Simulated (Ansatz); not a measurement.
**Compressing Se: a fit and a missing row**

Se, Im-3m, a = 3.375 Å. This isn't the element's structure at ambient conditions. Ansatz: PBEsol, PAW, 420 eV, Γ-centred 18×18×18 mesh on 1 atom, Gaussian smearing 0.10 eV; no spin polarisation. Symmetry fixes shape and atoms, so the cell is only scaled; pressure is positive in compression.

```tsv
V (Å³/atom)	P (GPa)
18.074	6.25
18.650	?
19.227	0.00
19.804	-2.37
20.381	-4.35
```

Take V0 = 19.227 Å³/atom, fit the third-order Birch–Murnaghan form to the other rows, and predict the missing pressure.

With the Eulerian strain f = ½[(V0/V)^(2/3) − 1] and y = P/[3f(1 + 2f)^(5/2)], the form is the line y = B0 + 1.5 B0 (B0′ − 4) f. Rows (f, y): 0.02104, 89.3; -0.00976, 85.0; -0.01906, 83.8. Means f = -0.002593, y = 86.033; Σ(Δf)² = 0.0008810, ΣΔfΔy = 0.1214; the slope is their ratio. y = 86.39 + 137.8 f GPa, so B0 = 86.4 GPa and B0′ = 4 + 2 × (137.8)/(3 × 86.39) = 5.06. At V = 18.650, f = 0.01026, y = 87.80 and P = 2.84 GPa. The run gave 2.85 GPa, so the fit is 0.01 GPa too low, a small miss on the scale of the series.

Spin polarisation was left out, and a magnetic state may lie lower.